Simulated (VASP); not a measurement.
The system is TaS2.

```xyz
3
Lattice="3.3500 0.0000 0.0000 -1.6750 2.9012 0.0000 0.0000 0.0000 5.8600" Properties=species:S:1:pos:R:3 pbc="T T T"
Ta    0.0000    0.0000    0.0000
S     0.0000    1.9341    1.4650
S     1.6750    0.9671    4.3950
```

```yaml
Program: VASP 6.6.1
Task: relaxation of cell and atoms
Functional: LDA
Potentials_or_basis: VASP PAW LDA potentials, release 64 (Ta_pv, S)
Cutoff: 600 eV
k_mesh: 15 × 15 × 6
Occupations: methfessel-paxton, width 0.1 eV
Spin: no spin polarisation
```

At the start: pressure 1.7 GPa; volume 18.98 Å³/atom.

Problem. Where does the relaxation end?

Solution. Over 16 steps the energy falls by 23.7 meV/atom and the volume is 17.94 Å³/atom (-5.5 %); space group P-3m1 (No. 164, to 0.05 Å).

Step by step:
```
step  energy change (eV)  largest force (eV/Å)  pressure (GPa)  volume (Å³)
   1              0.0000                0.8353            1.74        56.95
   2             -0.0076                0.5003           -5.87        58.66
   3             -0.0329                0.0992           -2.52        57.86
   4             -0.0548                0.0642           -0.40        56.20
   5             -0.0549                0.0655           -0.42        56.23
   6             -0.0572                0.1786            0.29        55.85
   7             -0.0576                0.2597            0.81        55.58
   8             -0.0585                0.2530            0.76        55.54
   9             -0.0610                0.2343            0.53        55.42
  10             -0.0645                0.1970            0.13        55.16
  11             -0.0653                0.1186           -0.59        54.64
  12             -0.0660                0.1525           -0.30        54.85
  13             -0.0680                0.0985           -0.47        54.68
  14             -0.0705                0.0683           -0.75        54.17
  15             -0.0708                0.0351            0.51        53.59
  16             -0.0712                0.0084            0.04        53.83
```

Final structure:
```
CELL_PARAMETERS angstrom
3.29193 0.00000 0.00000
-1.64597 2.85090 0.00000
0.00000 0.00000 5.73582
ATOMIC_POSITIONS crystal
Ta 0.00000 0.00000 0.00000
S 0.33333 0.66667 0.26847
S 0.66667 0.33333 0.73153
```
